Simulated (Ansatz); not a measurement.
## MoS2 under changes of volume

One of the cells (17.927 Å³/atom); the others are scaled copies at fixed shape and fractional positions:

```xyz
3
Lattice="0.0000 2.9960 2.9960 2.9960 0.0000 2.9960 2.9960 2.9960 0.0000" Properties=species:S:1:pos:R:3 pbc="T T T"
Mo    0.0000    0.0000    0.0000
S     1.4980    1.4980    1.4980
S     4.4939    4.4939    4.4939
```

Measurements of this composition are mostly on another form, of space group No. 194.

* Program: Ansatz 0.2.0
* Functional: PBE
* Potentials or basis: all-electron LAPW, scalar-relativistic
* Cutoff: 223 eV (chosen from the basis error)
* Basis error allowed: 0.001 eV/atom
* k mesh: 8 × 8 × 8
* Occupations: fermi-dirac, width 0.05 eV
* Spin: no spin polarisation

| volume (Å³/atom) | energy over the lowest point (meV/atom) | pressure (GPa) |
| --- | --- | --- |
| 16.852 | 0.00 | 0.3 |
| 17.210 | 2.81 | -2.4 |
| 17.569 | 11.34 | -4.9 |
| 17.927 | 24.95 | -7.0 |
| 18.286 | 43.10 | -8.9 |
| 18.644 | ? | ? |
| 19.003 | 91.12 | -12.2 |

Q: What does the run at 18.644 Å³/atom give?

A: Energy over the lowest point 65.29 meV/atom; pressure -10.7 GPa.

Worked out: A Birch-Murnaghan fit of order 3 (a polynomial in V^(-2/3)) to the other rows has its minimum at 16.87 Å³/atom with B0 = V·E''(V) = 134 GPa and B' = 4.4. It gives 65.28 meV/atom at 18.644 Å³/atom, against the run's 65.29, and -dE/dV = -10.8 GPa, against -10.7.

Energies are extrapolated to zero smearing.

The runs don't all hold the same shells in valence.
